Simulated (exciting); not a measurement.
# Al: equation of state with PBEsol

**What was measured.**

From “The interpretation of polycrystalline coherent inelastic neutron scattering from aluminium”, 2013, pmc:3831299, for a bulk crystal of Al: bulk modulus 76.9 GPa.

The system is Al.

```
Al
1.0
     0.00000    2.02481    2.02481
     2.02481    0.00000    2.02481
     2.02481    2.02481    0.00000
Al
1
Cartesian
  0.0000 0.0000 0.0000
```

```json
{
  "Program": "exciting (release sodium)",
  "Task": "equation of state",
  "Functional": "PBEsol",
  "Potentials or basis": "all-electron LAPW+lo, shipped species files, valence relativity iora*",
  "rgkmax": "7.5",
  "k mesh": "11 × 11 × 11",
  "Occupations": "fermi-dirac, width 0.05 eV",
  "Spin": "no spin polarisation",
  "gmaxvr (cutoff of density and potential)": "14 1/bohr",
  "lmaxapw (and lmaxmat)": "10",
  "lmaxvr": "8",
  "nempty": "8",
  "Valence relativity": "iora*",
  "Muffin-tin radii": "Al 2.0 bohr"
}
```

The equilibrium volume is 16.21 Å³/atom, the bulk modulus is 85 GPa and the pressure derivative of the bulk modulus is 5.3.

Energy against volume, from the lowest point:
```csv
volume (Å³/atom),energy (meV/atom)
15.607,6.44
15.939,1.17
16.271,0.00
16.603,2.40
16.935,7.70
17.267,16.05
17.599,26.59
```

Against the measured bulk modulus of Al, 76.9 GPa (quoted in “The interpretation of polycrystalline coherent inelastic neutron scattering from aluminium”, 2013, pmc:3831299), the calculated 85 GPa is off by +11.0 %. The fit is for a static lattice scaled at fixed shape and fixed fractional positions. The cell as given is a measured one (16.60 Å³/atom); PBEsol puts the equilibrium volume -2.4 % from it, thermal expansion not counted.
